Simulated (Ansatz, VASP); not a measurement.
## One calculation of NiO, two programs

Contents of INCAR:

```
SYSTEM = NiO
ALGO     = Normal         ! electronic algorithm
EDIFF    = 1E-7           ! SCF threshold, eV
ENCUT    = 520            ! plane-wave cutoff, eV
GGA      = PS             ! functional
ISIF     = 2              ! what is computed and relaxed
ISMEAR   = -1             ! smearing method
ISPIN    = 2              ! spin polarisation
LASPH    = .True.         ! aspherical terms in the spheres
LCHARG   = .False.        ! write CHGCAR
LDAU     = .True.         ! DFT+U
LDAUJ    = 0 0          
LDAUL    = 2 -1           ! shell
LDAUPRINT= 1            
LDAUTYPE = 2            
LDAUU    = 4 0            ! U, eV
LMAXMIX  = 4              ! l up to which the mixer works
LORBIT   = 11             ! projections on sites
LREAL    = .False.        ! projectors in reciprocal space
LWAVE    = .False.        ! write WAVECAR
MAGMOM   = 1 0            ! initial moments
NBANDS   = 19             ! bands
NELM     = 150            ! most SCF steps
PREC     = Accurate       ! precision mode
SIGMA    = 0.05           ! smearing width, eV
```

File KPOINTS:

```
k-points
0
Gamma
  11 11 11
  0 0 0
```

The input POSCAR:

```
NiO
1.0
    0.0000000000      2.0859016414      2.0859016414
    2.0859016414      0.0000000000      2.0859016414
    2.0859016414      2.0859016414      0.0000000000
Ni O
1 1
Direct
    0.0000000000      0.0000000000      0.0000000000
    0.5000000000      0.5000000000      0.5000000000
```

File input.yaml:

```yaml
crystal:
  lattice:
    - [0.0, 2.0859016414, 2.0859016414]
    - [2.0859016414, 0.0, 2.0859016414]
    - [2.0859016414, 2.0859016414, 0.0]
  atoms:
    - { symbol: Ni, position: [0.0, 0.0, 0.0], spin: 1.0 }
    - { symbol: O, position: [0.5, 0.5, 0.5] }
hamiltonian:
  xc: pbesol
  pseudopotentials: { kind: paw }
  hubbard: { sites: [{ species: Ni, l: d, u_eff: 4.0 }] }
magnetization:
  spin_polarized: true
kpoints:
  mp_grid: { grid: [11, 11, 11] }
  band_path:
    path:
      - [[0.0, 0.0, 0.0], [0.5, 0.0, 0.5], [0.5, 0.25, 0.75], [0.375, 0.375, 0.75], [0.0, 0.0, 0.0], [0.5, 0.5, 0.5], [0.625, 0.25, 0.625], [0.5, 0.25, 0.75], [0.5, 0.5, 0.5], [0.375, 0.375, 0.75]]
      - [[0.625, 0.25, 0.625], [0.5, 0.0, 0.5]]
    npoints: 14
scf:
  occupations: { method: fermi_dirac, width: 0.05 }
  n_extra_bands: 6
output:
  forces: true
  stress: true
  eigenvalues: true
  fatbands: false
```

Alike in both runs: functional PBEsol; k mesh 11 × 11 × 11; occupations fermi-dirac, width 0.05 eV; collinear spin; Hubbard terms Ni d U = 4.0 eV.

|  | VASP | Ansatz |
| --- | --- | --- |
| version | VASP 6.6.1 | Ansatz 0.2.0 |
| potentials or method | VASP PAW PBE potentials, release 64 (Ni, O) | Ansatz PAW |
| plane-wave cutoff (eV) | 520 | 420 |
| valence electrons in the cell | 16 | 24 |
| task | single point | band structure |

Ansatz gave:

| Property | Result |
| --- | --- |
| gap on the k mesh at the Fermi level (eV) | 1.03 |
| least direct gap on the mesh (eV) | 1.83 |
| pressure (GPa) | 2.2 |
| net moment per atom (μB) | 1.00 |
| size of the moment on the site where the two differ most (μB) | 1.66 |

**Question.** Estimate VASP's values.

**Answer.** gap on the k mesh at the Fermi level (eV): 1.16; least direct gap on the mesh (eV): 1.95; pressure (GPa): -4.5; net moment per atom (μB): 1.00; size of the moment on the site where the two differ most (μB): 1.74.

Site moments also hang on the region over which each program counts them. The programs project onto different local orbitals, so the same U acts differently. The two sets of potentials don't hold the same shells in valence.

Caveats: a cell with one magnetic atom can't hold antiferromagnetic order, which such compounds often take; the PAW data sets were made with another functional, which shifts forces and pressure a little (VASP); an odd mesh through Γ misses points on the zone boundary, where band edges often lie (VASP); the magnetic or orbital state may not be the lowest (Ansatz); the pressure holds a Pulay correction of +0.8 GPa for the finite cutoff (Ansatz); the PAW data sets come from PBE, with cores solved anew for the run's functional, which leaves a small shift of forces and pressure (Ansatz). The state reached can hang on the start; a lower one may exist.
